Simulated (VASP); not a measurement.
# Se (R-3m) in VASP: notebook

The runs below take Se through relaxation of cell and atoms, with PBEsol.

Everything below comes from runs of VASP 6.6.1. Logs are shortened: lines on timing, memory, paths and dates and some standing lists are left out, and cuts for length are marked.

## (1) The crystal as given

Symmetry: R-3m, No. 166, trigonal system. Conventional cell: a = 3.850 Å, b = 3.850 Å, c = 2.645 Å, α = 90.00°, β = 90.00°, γ = 120.00°. Se (site symmetry -3m) is surrounded by 8 Se at 2.39 to 2.65 Å.

This isn't the form of Se at room conditions, which is trigonal, of chains.

## (2) Relaxation of cell and atoms, PBEsol, target pressure 125 GPa, at which the enthalpy is minimised

INCAR

```
PREC     = Accurate       # precision mode
ENCUT    = 520            # plane-wave cutoff, eV
EDIFF    = 1E-7           # SCF threshold, eV
ISMEAR   = 0              # smearing method
SIGMA    = 0.1            # smearing width, eV
LREAL    = F              # projectors in reciprocal space
LASPH    = T              # aspherical terms in the spheres
NELM     = 60             # most SCF steps
ALGO     = Normal         # electronic algorithm
ISIF     = 3              # what is computed and relaxed
LWAVE    = F              # write WAVECAR
LCHARG   = F              # write CHGCAR
GGA      = PS             # functional
IBRION   = 2              # ionic algorithm
NSW      = 80             # ionic steps
EDIFFG   = -0.002         # ionic threshold
PSTRESS  = 1250.0
```

KPOINTS

```
regular mesh
0
Gamma
  6 6 6
```

POSCAR

```
Se
1.0
    1.9250000000      1.1113992700      0.8816666700
   -1.9250000000      1.1113992700      0.8816666700
    0.0000000000     -2.2227985400      0.8816666700
Se
1
Direct
    0.0000000000      0.0000000000      0.0000000000
```

Potentials or basis: VASP PAW PBE potentials, release 64 (Se).

Started as:

```bash
$ cat potpaw_PBE.64/Se/POTCAR > POTCAR
$ mpirun -np 1 vasp_std > vasp.out
```

OUTCAR:

```text
PREC = Accurate
   ENCUT = 520
   EDIFF = 1E-7
   ISMEAR = 0
   LREAL = F
   LASPH = T
   NELM = 60
   ISIF = 3
   GGA = PS
   IBRION = 2
   NSW = 80
   EDIFFG = -0.002
   PSTRESS = 1250.0

 ion  position               nearest neighbor table
   1  0.000  0.000  0.000-

  LATTYP: Found a trigonal (rhomboedric) cell.
 ALAT       =     2.3912694232
 COS(alpha) =    -0.2960878580

  Lattice vectors:

 A1 = (   1.9250000000,   1.1113992700,   0.8816666700)
 A2 = (  -1.9250000000,   1.1113992700,   0.8816666700)
 A3 = (   0.0000000000,  -2.2227985400,   0.8816666700)

Analysis of symmetry for initial positions (statically):
=====================================================================
 Subroutine PRICEL returns:
 Original cell was already a primitive cell.

 Routine SETGRP: Setting up the symmetry group for a
 trigonal (rhombohedral) supercell.

 Subroutine GETGRP returns: Found 12 space group operations
 (whereof 12 operations were pure point group operations)
 out of a pool of 12 trial point group operations.

The static configuration has the point symmetry D_3d.

Analysis of symmetry for dynamics (positions and initial velocities):
=====================================================================
 Subroutine PRICEL returns:
 Original cell was already a primitive cell.

 Routine SETGRP: Setting up the symmetry group for a
 trigonal (rhombohedral) supercell.

 Subroutine GETGRP returns: Found 12 space group operations
 (whereof 12 operations were pure point group operations)
 out of a pool of 12 trial point group operations.

The dynamic configuration has the point symmetry D_3d.

 Subroutine INISYM returns: Found 12 space group operations
 (whereof 12 operations are pure point group operations),
 and found     1 'primitive' translations

----------------------------------------------------------------------------------------

                                     Primitive cell

  volume of cell :      11.3177

  direct lattice vectors                    reciprocal lattice vectors
     1.925000000  1.111399270  0.881666670     0.259740260  0.149961109  0.378071832
    -1.925000000  1.111399270  0.881666670    -0.259740260  0.149961109  0.378071832
[... 98 lines left out ...]
   ISMEAR =     0;   SIGMA  =   0.10  broadening in eV -4-tet -1-fermi 0-gaus
   EFERMI_NEDOS =   21; number of points for ismear=-14 and -15
   IALGO  =     38    algorithm
   IMIX   =      4    mixing-type and parameters
     AMIX     =   0.40;   BMIX     =  1.00
     AMIX_MAG =   1.60;   BMIX_MAG =  1.00
  volume/ion in A,a.u.               =      11.32        76.38
  Fermi-wavevector in a.u.,A,eV,Ry     =   1.324971  2.503832 23.885687  1.755548
  Thomas-Fermi vector in A             =   2.454466
   LORBIT       =      0    0 simple, 1 ext, 2 COOP (PROOUT), +10 PAW based schemes
   GGA     = PS    functional components
   LHFCALC =     F    Hartree Fock is set to
   AEXX    =    0.0000 exact exchange contribution
   IVDW    =     0    specifies the selected vdW correction
   LEPSILON=     F    determine dielectric tensor
   LRPA    =     F    only Hartree local field effects (RPA)
 conjugate gradient relaxation of ions
 non-spin polarized calculation
 Gauss-broadening in eV      SIGMA  =   0.10
  energy-cutoff  :      520.00
  volume of cell :       11.32
 maximum number of plane-waves:       314
 NGX is ok and might be reduce to    18
   NGX =  9   NGY =  9   NGZ =  9

--------------------------------------- Ionic step        1  -------------------------------------------

 number of electron       6.0000000 magnetization

 Free energy of the ion-electron system (eV)
  ---------------------------------------------------
  ext. energy  EPLUGINS =         0.00000000
  ---------------------------------------------------
  free energy    TOTEN  =        -1.15028590 eV

  energy without entropy =       -1.14608400  energy(sigma->0) =       -1.14818495

------------------------ aborting loop because EDIFF is reached ----------------------------------------

  FORCE on cell =-STRESS in cart. coord.  units (eV):
  Direction    XX          YY          ZZ          XY          YZ          ZX
  --------------------------------------------------------------------------------------
  -------------------------------------------------------------------------------------
  Total       10.2867011     10.2867011     10.5675030      0.0000000      0.0000000      0.0000000
  in kB     1456.2307199   1456.2307247   1495.9822669      0.0000000      0.0000000      0.0000000
  external PRESSURE =     219.4812372 kB  Pullay stress =    1250.0000000 kB
[... 94 lines left out ...]
  energy  without entropy=       -1.5658792570  energy(sigma->0) =       -1.56840495

  enthalpy is  TOTEN    =         7.6486208412 eV   P V=        9.2195514912

[... ionic steps 4 to 11 ...]

--------------------------------------- Ionic step       12  -------------------------------------------

 number of electron       5.9999998 magnetization

------------------------ aborting loop because EDIFF is reached ----------------------------------------
[... 69 lines left out ...]
--------------------------------------- Ionic step       14  -------------------------------------------

 number of electron       5.9999997 magnetization

 Free energy of the ion-electron system (eV)
  ---------------------------------------------------
  ext. energy  EPLUGINS =         0.00000000
  ---------------------------------------------------
  free energy    TOTEN  =        -1.62680275 eV

  energy without entropy =       -1.62389241  energy(sigma->0) =       -1.62534758

 E-fermi :  13.9106     XC(G=0): -13.2645

 val. band max:       13.8833564934   @ k =  -0.1667   0.1667   0.1667
 cond. band min:      13.9378227291   @ k =   0.5000   0.3333   0.3333
 fundamental gap:      0.0544662357
 Fermi energy:        13.9105896158

 k-point     1 :       0.0000    0.0000    0.0000
  band No.  band energies     occupation
      1      -9.1357      2.00000
      2      18.3517      0.00000
      3      20.8677      0.00000
      4      20.8677      0.00000
      5      25.2271      0.00000
      6      25.2271      0.00000
      7      28.4419      0.00000
[... 221 lines left out ...]
 k-point    24 :      -0.3333    0.5000    0.1667
  band No.  band energies     occupation
      1      -0.4977      2.00000
      2       4.4511      2.00000
      3       7.8495      2.00000
      4      16.6070      0.00000
      5      22.0047      0.00000
      6      25.6323      0.00000
      7      28.1822      0.00000

 [... further k-points ...]
[... 5 lines left out ...]
  --------------------------------------------------------------------------------------
  -------------------------------------------------------------------------------------
  Total        9.2508127      9.2508128      9.2507475      0.0000000     -0.0000000     -0.0000000
  in kB     1250.0425821   1250.0425962   1250.0337816      0.0000000     -0.0000000     -0.0000000
  external PRESSURE =       0.0396533 kB  Pullay stress =    1250.0000000 kB
[... 20 lines left out ...]
  energy  without entropy=       -1.6238924124  energy(sigma->0) =       -1.62534758

  enthalpy is  TOTEN    =         7.6236947876 eV   P V=        9.2504975399

 reached required accuracy - stopping structural energy minimisation
```

Wall time 18 s (1 thread of Intel Xeon Platinum 8488C (Sapphire Rapids), shared host); peak memory 0.12 GiB.

What came out:

* Free energy: -1.6268 eV
* Relaxed volume: 11.86 Å³/atom
* Relaxed cell: a = 2.403 Å, b = 2.403 Å, c = 2.403 Å, α = 106.01°, β = 106.01°, γ = 106.01°
* Space group after relaxing (to 0.05 Å): R-3m (No. 166)
* Energy change on relaxing (the enthalpy is what falls): -476.5 meV/atom
* Ionic steps: 14
* Pressure after relaxing: 125.0 GPa
* Band gap on the k mesh: none (metal or under the smearing width)

The path:
```
step  energy change (eV)  largest force (eV/Å)  pressure (GPa)  volume (Å³)
   1              0.0000                0.0000          146.95        11.32
   2             -1.6083                0.0000           55.00        14.05
   3             -0.4206                0.0000          122.98        11.82
   4             -0.3956                0.0000          124.40        11.78
   5             -0.5287                0.0000          121.37        11.93
   6             -0.6796                0.0000          116.76        12.19
   7             -0.5828                0.0000          119.18        12.00
   8             -0.5560                0.0000          120.30        11.96
   9             -0.1592                0.0000          144.08        11.49
  10             -0.4895                0.0000          124.34        11.87
  11             -0.4880                0.0000          124.41        11.87
  12             -0.4611                0.0000          125.78        11.84
  13             -0.4767                0.0000          124.99        11.86
  14             -0.4765                0.0000          125.00        11.86
```

Final structure:
```
Se
1.0
     1.91940    1.10817    0.92906
    -1.91940    1.10817    0.92906
     0.00000   -2.21634    0.92906
Se
1
Direct
  0.00000 0.00000 0.00000
```

Levels at points of the mesh, in eV from the Fermi level:
```csv
k point,band 1,band 2,band 3,band 4,band 5,band 6,band 7
"(0.00, 0.00, 0.00)",-23.05,4.44,6.96,6.96,11.32,11.32,14.53
"(0.50, 0.00, 0.00)",-16.52,-12.85,2.08,4.62,7.90,9.53,23.93
"(0.50, 0.50, 0.00)",-13.88,-12.08,-2.58,3.63,5.22,10.40,19.85
"(0.50, 0.50, 0.50)",-7.99,-6.82,-6.82,-4.20,0.87,0.87,21.32
```

Caveat: the k mesh is coarse (spacing up to 0.51 Å⁻¹), so the values aren't converged; the cell is relaxed towards a set pressure, so the enthalpy falls and the energy may rise; the PAW data sets were made with another functional, which shifts forces and pressure a little.

## (3) Relaxation of cell and atoms, PBEsol, target pressure 125 GPa, at which the enthalpy is minimised

This run uses another cell than the first one, of 11.86 Å³/atom, 1.048 times its volume.

INCAR is that of step 2.

KPOINTS is that of step 2.

POSCAR

```
Se                                      
1.0
    1.9194031371      1.1081679241      0.9290575893
   -1.9194031371      1.1081679241      0.9290575893
    0.0000000000     -2.2163358483      0.9290575893
  Se            
     1
Direct
     0.0000000000000000    0.0000000000000000    0.0000000000000000
```

Potentials or basis: VASP PAW PBE potentials, release 64 (Se).

Started as:

```bash
$ cat potpaw_PBE.64/Se/POTCAR > POTCAR
$ mpirun -np 1 vasp_std > vasp.out
```

Run time: 4.5 s. Hardware: 1 thread of Intel Xeon Platinum 8488C (Sapphire Rapids), shared host; peak memory 0.12 GiB.

It converged, with:

```yaml
Free_energy: -1.6273 eV
Energy_change_on_relaxing_the_enthalpy_is_what_falls: -0.4 meV/atom
Ionic_steps: 3
Pressure_after_relaxing: 125.0 GPa
Band_gap_on_the_k_mesh: none (metal or under the smearing width)
```

The path:
```csv
step,energy change (eV),largest force (eV/Å),pressure (GPa),volume (Å³)
1,0.0000,0.0000,125.02,11.86
2,-0.0015,0.0000,124.93,11.86
3,-0.0004,0.0000,125.00,11.86
```

Final structure:
```
Se
1.0
     1.91941    1.10817    0.92908
    -1.91941    1.10817    0.92908
     0.00000   -2.21635    0.92908
Se
1
Direct
  0.00000 0.00000 0.00000
```

Levels at points of the mesh, in eV from the Fermi level:
```csv
k point,band 1,band 2,band 3,band 4,band 5,band 6
"(0.00, 0.00, 0.00)",-23.05,4.44,6.96,6.96,11.32,11.32
"(0.50, 0.00, 0.00)",-16.52,-12.85,2.08,4.62,7.90,9.53
"(0.50, 0.50, 0.00)",-13.87,-12.08,-2.58,3.63,5.22,10.40
"(0.50, 0.50, 0.50)",-7.99,-6.82,-6.82,-4.20,0.87,0.87
```

Caveat: the k mesh is coarse (spacing up to 0.49 Å⁻¹), so the values aren't converged; the cell is relaxed towards a set pressure, so the enthalpy falls and the energy may rise; the PAW data sets were made with another functional, which shifts forces and pressure a little.
